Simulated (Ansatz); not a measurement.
Ca under changes of volume

One of the cells (44.534 Å³/atom); the others are scaled copies at fixed shape and fractional positions:

```
Ca
1.0
     3.46297   -3.66949    0.00000
     3.46297    3.66949    0.00000
     0.00000    0.00000    7.00912
Ca
4
Direct
  0.66179 0.33821 0.30349
  0.33821 0.66179 0.69651
  0.83821 0.16179 0.80349
  0.16179 0.83821 0.19651
```

This isn't the form of Ca at room conditions, which is fcc.

* Program: Ansatz 0.2.0
* Functional: PBE
* Potentials or basis: Ansatz PAW
* Cutoff: 420 eV (not typed: the program's choice for these potentials)
* k mesh: 5 × 5 × 4
* Occupations: fermi-dirac, width 0.05 eV
* Spin: no spin polarisation

```tsv
volume (Å³/atom)	energy over the lowest point (meV/atom)	pressure (GPa)	largest force (eV/Å)
41.862	3.74	0.6	0.028
42.752	1.09	0.3	0.028
43.643	0.00	0.1	0.032
44.534	0.34	-0.2	0.037
45.424	?	?	?
46.315	4.88	-0.6	0.048
47.206	8.88	-0.8	0.053
```

Problem. What does the run at 45.424 Å³/atom give?

Solution. Energy over the lowest point 2.00 meV/atom; pressure -0.4 GPa; largest force 0.042 eV/Å.

Worked out: A Birch-Murnaghan fit of order 3 (a polynomial in V^(-2/3)) to the other rows has its minimum at 43.87 Å³/atom with B0 = V·E''(V) = 12.4 GPa and B' = 3.1 at fixed shape and positions, which overstates the stiffness. It gives 2.00 meV/atom at 45.424 Å³/atom, against the run's 2.00, and -dE/dV = -0.4 GPa, against -0.4.

Energies are extrapolated to zero smearing.
